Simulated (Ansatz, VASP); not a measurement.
# MgI2: VASP beside Ansatz

Contents of INCAR:

```
ALGO = Normal ; EDIFF = 1E-6
ENCUT = 520 ; GGA = PE
ISIF = 2 ; ISMEAR = 0
LASPH = T ; LCHARG = F
LREAL = F ; LWAVE = F
NBANDS = 15 ; NELM = 60
PREC = Accurate ; SIGMA = 0.05
```

The input KPOINTS:

```
k-points
0
Gamma
  6 6 4
```

The input POSCAR:

```
MgI2
1.0
    4.2295124603      0.0000000000      0.0000000000
   -2.1147562301      3.6628652362      0.0000000000
    0.0000000000      0.0000000000      7.8531465561
Mg I
1 2
Direct
    0.0000000000      0.0000000000      0.0000000000
    0.3333333333      0.6666666667      0.7666648737
    0.6666666667      0.3333333333      0.2333351263
```

Input for Ansatz:

```yaml
crystal:
  lattice:
    - [4.2295124603, 0.0, 0.0]
    - [-2.1147562301, 3.6628652362, 0.0]
    - [0.0, 0.0, 7.8531465561]
  atoms:
    - { symbol: Mg, position: [0.0, 0.0, 0.0] }
    - { symbol: I, position: [0.3333333333, 0.6666666667, 0.7666648737] }
    - { symbol: I, position: [0.6666666667, 0.3333333333, 0.2333351263] }
basis:
  ecutwfc: 520.0
kpoints:
  mp_grid: { grid: [6, 6, 4] }
hamiltonian:
  xc: pbe
scf:
  occupations: { method: gaussian, width: 0.05 }
output:
  forces: true
  stress: true
  eigenvalues: true
```

Alike in both runs: task single point; functional PBE; k mesh 6 × 6 × 4; occupations gaussian, width 0.05 eV; no spin polarisation.

|  | VASP | Ansatz |
| --- | --- | --- |
| version | VASP 6.6.1 | Ansatz 0.2.0 |
| potentials or method | VASP PAW PBE potentials, release 64 (Mg, I) | scalar-relativistic, plane waves, PAW |
| plane-wave cutoff (eV) | 520 | 520 |
| valence electrons in the cell | 16 | 44 |

Ansatz gave:

- gap on the k mesh at the Fermi level (eV): 3.21
- least direct gap on the mesh (eV): 3.21
- pressure (GPa): -2.0
- largest component of the traceless stress (GPa): 1.24
- rms of the force components (eV/Å): 0.324

Q: Which values does VASP return?

A: gap on the k mesh at the Fermi level (eV): 3.20; least direct gap on the mesh (eV): 3.20; pressure (GPa): -2.0; largest component of the traceless stress (GPa): 1.24; rms of the force components (eV/Å): 0.329.

Atom by atom the forces differ by 0.005 eV/Å (rms over components). The two sets of potentials don't hold the same shells in valence.

Caveats: spin-orbit coupling is left out, which moves the levels of the heavy elements; this functional lacks dispersion, which binds the layers, so the pressure and a relaxed spacing across them are unreliable. A k mesh can miss the band edges.
